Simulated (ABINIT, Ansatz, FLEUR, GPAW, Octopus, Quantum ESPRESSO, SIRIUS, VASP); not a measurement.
# One calculation of MnS, 9 ways

```
CELL_PARAMETERS angstrom
0.00000 2.60450 2.60450
2.60450 0.00000 2.60450
2.60450 2.60450 0.00000
ATOMIC_POSITIONS crystal
Mn 0.00000 0.00000 0.00000
S 0.50000 0.50000 0.50000
```

Alike in all runs: task single point; functional PBEsol; k mesh 9 × 9 × 9; occupations fermi-dirac, width 0.05 eV; collinear spin, ferromagnetic start; no spin-orbit coupling. The measured crystal is an antiferromagnetic insulator; the state found here is the runs' own. Pressure is positive in compression and, in plane waves, holds the error of the finite cutoff.

```csv
program and potentials,plane-wave cutoff (eV),notes,pressure (GPa),net moment per atom (μB)
"SIRIUS, PseudoDojo 0.4.1 PBEsol standard (scalar relativistic)",1307,10.5 valence electrons an atom on average,-6.74,2.36
"Ansatz, all-electron LAPW, scalar-relativistic",-,-,-7.26,2.34
"SIRIUS, all-electron FP-LAPW, apw+lo standard",-,-,-,2.33
"Quantum ESPRESSO, GBRV 1.5 PBEsol",612,10.5 valence electrons an atom on average,-7.22,2.35
"Octopus, pseudodojo_pbesol (PseudoDojo 0.4, PBEsol)",-,10.5 valence electrons an atom on average,-,2.36
"VASP, PBE PAW files Mn_pv, S, 520 eV",520,potentials made for PBE; 9.5 valence electrons an atom on average,-7.17,2.34
"FLEUR, all-electron, FLAPW",-,-,-,2.34
"ABINIT, PseudoDojo NC SR PBEsol v0.4.1 standard",1306,10.5 valence electrons an atom on average,-6.74,2.36
"GPAW, PAW data sets generated for this functional",600,10.5 valence electrons an atom on average,-7.20,2.33
```

The pressure spans -7.26 (Ansatz, all-electron LAPW, scalar-relativistic) to -6.74 GPa (SIRIUS, PseudoDojo 0.4.1 PBEsol standard (scalar relativistic)), with all-electron results at -7.26. The net moment per atom spans 2.33 (GPAW, PAW data sets generated for this functional) to 2.36 μB (Octopus, pseudodojo_pbesol (PseudoDojo 0.4, PBEsol)), with all-electron results at 2.33 to 2.34. The state is the one that the start led to, which needn't be the lowest.

The functional is the same throughout but for its coding, so the spread measures potentials, basis and numerics; runs on potential files found faulty are left out.
